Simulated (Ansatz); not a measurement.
# A Ba vacancy in rocksalt BaO, 63 atoms, charge −2

Aim: the barrier for an atom's jump, from a relaxed start and a climbing-image band; single points by other levels frame it (PBEsol and HSE06).

All numbers are computed with Ansatz 0.2.0 (PAW, plane waves).

## 1. Starting point

63 atoms (32 O, 31 Ba); a = 10.981 Å, b = 10.981 Å, c = 10.981 Å, α = 90.00°, β = 90.00°, γ = 90.00°. All atoms were shaken off their sites by about 0.02 Å along each axis. Defect site 1: (0.500, 0.500, 0.500).

The runs, in order: (2) PBEsol relaxation at the single k point (¼, ¼, ¼), on 1 × NVIDIA GB300 Max-Q with 8 threads of Arm Neoverse-V2; (3) HSE06 single point at the single k point (¼, ¼, ¼), on 1 × NVIDIA GB300 Max-Q with 8 threads of Arm Neoverse-V2; (4) PBEsol band at the single k point (¼, ¼, ¼), on 1 × NVIDIA GB300 Max-Q with 8 threads of Arm Neoverse-V2; (5) HSE06 single point at the single k point (¼, ¼, ¼), on 1 × NVIDIA GB300 Max-Q with 8 threads of Arm Neoverse-V2.

## 2. Relaxing the atoms with PBEsol

Input file in.yaml:

```yaml
crystal:
  lattice:
    - [10.980756, 0.000000, 0.000000]
    - [0.000000, 10.980756, 0.000000]
    - [0.000000, 0.000000, 10.980756]
  atoms:
    - { symbol: O, position: [0.247162, 0.999667, 0.999802] }
    - { symbol: O, position: [0.249712, 0.999826, 0.499385] }
    - { symbol: O, position: [0.248409, 0.501846, 0.998923] }
    - { symbol: O, position: [0.251914, 0.499516, 0.499813] }
    - { symbol: O, position: [0.748903, 0.001667, 0.998028] }
    - { symbol: O, position: [0.750768, 0.001845, 0.499505] }
    - { symbol: O, position: [0.746761, 0.500725, 0.996937] }
    - { symbol: O, position: [0.748783, 0.498464, 0.494282] }
    - { symbol: O, position: [0.001530, 0.253781, 0.998254] }
    - { symbol: O, position: [0.000761, 0.247372, 0.503091] }
    - { symbol: O, position: [0.000538, 0.747993, 0.001982] }
    - { symbol: O, position: [0.001487, 0.748889, 0.499676] }
    - { symbol: O, position: [0.500599, 0.251529, 0.000726] }
    - { symbol: O, position: [0.501856, 0.252223, 0.500284] }
    - { symbol: O, position: [0.500159, 0.751812, 0.999695] }
    - { symbol: O, position: [0.501666, 0.753736, 0.499040] }
    - { symbol: O, position: [0.998505, 0.999188, 0.251153] }
    - { symbol: O, position: [0.001710, 0.000889, 0.750270] }
    - { symbol: O, position: [0.001122, 0.499523, 0.251764] }
    - { symbol: O, position: [0.000549, 0.501116, 0.750930] }
    - { symbol: O, position: [0.500379, 0.001053, 0.249032] }
    - { symbol: O, position: [0.494111, 0.999280, 0.750522] }
    - { symbol: O, position: [0.499334, 0.499095, 0.251275] }
    - { symbol: O, position: [0.500912, 0.496505, 0.751036] }
    - { symbol: O, position: [0.250085, 0.251580, 0.249489] }
    - { symbol: O, position: [0.250531, 0.253300, 0.752958] }
    - { symbol: O, position: [0.250603, 0.749603, 0.251177] }
    - { symbol: O, position: [0.250708, 0.752592, 0.748846] }
    - { symbol: O, position: [0.750319, 0.250319, 0.248336] }
    - { symbol: O, position: [0.748157, 0.247483, 0.743908] }
    - { symbol: O, position: [0.750609, 0.750936, 0.250684] }
    - { symbol: O, position: [0.748972, 0.747163, 0.750069] }
    - { symbol: Ba, position: [0.002591, 0.000431, 0.003898] }
    - { symbol: Ba, position: [0.000625, 0.001491, 0.499487] }
    - { symbol: Ba, position: [0.002051, 0.501401, 0.001037] }
    - { symbol: Ba, position: [0.998692, 0.499890, 0.499652] }
    - { symbol: Ba, position: [0.498835, 0.998922, 0.000780] }
    - { symbol: Ba, position: [0.501344, 0.998482, 0.501406] }
    - { symbol: Ba, position: [0.495729, 0.496890, 0.999024] }
    - { symbol: Ba, position: [0.249409, 0.249557, 0.000395] }
    - { symbol: Ba, position: [0.252984, 0.248689, 0.500732] }
    - { symbol: Ba, position: [0.251448, 0.749542, 0.998574] }
    - { symbol: Ba, position: [0.251502, 0.748434, 0.499823] }
    - { symbol: Ba, position: [0.752097, 0.250182, 0.000102] }
    - { symbol: Ba, position: [0.754766, 0.248481, 0.501207] }
    - { symbol: Ba, position: [0.753236, 0.747869, 0.997699] }
    - { symbol: Ba, position: [0.748561, 0.752932, 0.501682] }
    - { symbol: Ba, position: [0.249441, 0.001599, 0.250852] }
    - { symbol: Ba, position: [0.250394, 0.998745, 0.749667] }
    - { symbol: Ba, position: [0.250163, 0.498931, 0.248797] }
    - { symbol: Ba, position: [0.251621, 0.496671, 0.748654] }
    - { symbol: Ba, position: [0.750258, 0.000431, 0.251602] }
    - { symbol: Ba, position: [0.749793, 0.997910, 0.749459] }
    - { symbol: Ba, position: [0.746694, 0.499458, 0.250954] }
    - { symbol: Ba, position: [0.751575, 0.498143, 0.750803] }
    - { symbol: Ba, position: [0.001740, 0.247430, 0.250985] }
    - { symbol: Ba, position: [0.001664, 0.250318, 0.748519] }
    - { symbol: Ba, position: [0.998809, 0.750878, 0.250711] }
    - { symbol: Ba, position: [0.002270, 0.752763, 0.750808] }
    - { symbol: Ba, position: [0.503002, 0.247872, 0.247357] }
    - { symbol: Ba, position: [0.503938, 0.250299, 0.750965] }
    - { symbol: Ba, position: [0.501314, 0.749427, 0.248456] }
    - { symbol: Ba, position: [0.497445, 0.749175, 0.749705] }
  symmetry: { detect: false }
kpoints:
  mp_grid: { grid: [1, 1, 1], shift: [0.25, 0.25, 0.25] }
hamiltonian:
  xc: pbesol
total_charge: -2
scf:
  occupations: { method: fermi_dirac, width: 0.01 }
relax:
  f_tol: 0.03
  max_steps: 80
  escape_saddle: false
  adjacent_minimum: "off"
output:
  forces: true
  eigenvalues: true
  populations: true
  charged_corrections: { epsilon: 34 }
```

Launch:

```sh
> ansatz run in.yaml --threads 8 --pin off --max-ram 118750MiB --runs-dir r --events-out ev --progress --plain --backend cuda --devices 0,
```

Further steps of the session: Single point with HSE06; Nudged elastic band for the jump; HSE06 single point.

**Question.** What will these runs give? Wanted: for each run, top filled to lowest empty.

As calculated:

```
                   level         time  top filled to lowest empty (eV)
      PBEsol, relaxation  6.1 s (GPU)                             2.50
                   HSE06   36 s (GPU)                             3.90
HSE06, at the band's top   35 s (GPU)                             4.08
```

| quantity | value |
| --- | --- |
| relaxation | 4 recorded steps, 2.34 eV gained |
| largest shift | 0.24 Å (O8 and others alike) |
| barrier forwards, backwards | 1.01, 1.01 eV |
| jump | Ba by 3.64 Å |
| band iterations | 21 |
| top less start by HSE06 | 1.23 eV |

**Reading.** The relaxation lowers the energy by 2.34 eV; the largest shift is 0.24 Å (O8 and others alike). The PBEsol barrier is 1.01 eV forwards and 1.01 eV back, about 39 times kT at 300 K, without charge corrections. The cell's size and k points aren't converged for it. The program's check left the order of the top open. On the same two geometries HSE06 gives 1.23 eV. At the same k points, PBEsol gives a spacing 1.40 eV smaller than the 3.90 eV of HSE06. In a defect cell this spacing can involve defect levels, so it need not be the gap.
